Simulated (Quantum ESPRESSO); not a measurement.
Crystal: BN.

```xyz
2
Lattice="0.0000 1.8130 1.8130 1.8130 0.0000 1.8130 1.8130 1.8130 0.0000" Properties=species:S:1:pos:R:3 pbc="T T T"
N     0.9065    0.9065    0.9065
B     0.0000    0.0000    0.0000
```

The cell is a database's computed one.

Base run:

```yaml
Program: Quantum ESPRESSO 7.5
Functional: LDA
Potentials_or_basis: PseudoDojo 0.4.1 SR LDA standard
Cutoff: 1143 eV
Density_cutoff: 4572 eV
k_mesh: 13 × 13 × 13
Occupations: fermi-dirac, width 0.05 eV
Spin: no spin polarisation
```

Its results: band gap on the k mesh 4.48 eV, indirect (least direct gap 8.70 eV); pressure -13.9 GPa.

Problem. The run is repeated on the same cell with these changes: functional from LDA to PBE; potentials or basis from PseudoDojo 0.4.1 SR LDA standard to PseudoDojo 0.4.1 SR PBE standard. What comes out?

Solution. Band gap on the k mesh 4.60 eV, indirect (least direct gap 8.83 eV); pressure -0.8 GPa.

A k mesh can miss the band edges.
